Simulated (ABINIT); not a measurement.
W:

```
W
1.0
    -1.58234    1.58234    1.58234
     1.58234   -1.58234    1.58234
     1.58234    1.58234   -1.58234
W
1
Direct
  0.00000 0.00000 0.00000
```

Base run:

```yaml
Program: ABINIT 10.8.3 (patched build)
Functional: revPBE
Potentials_or_basis: JTH PAW PBE v2.0
Cutoff: 517 eV
k_mesh: 12 × 12 × 12
Occupations: fermi-dirac, width 0.05 eV
Spin: no spin polarisation
```

Its results: band gap on the k mesh none (metal or under the smearing width); pressure 8.8 GPa.

Q: The run is repeated on the same cell with these changes: functional from revPBE to BLYP. What comes out?

A: Band gap on the k mesh none (metal or under the smearing width); pressure 15.9 GPa.

Caveats: the PAW data sets were made with another functional, which shifts forces and pressure a little; spin-orbit coupling is left out, which moves the levels of the heavy elements.
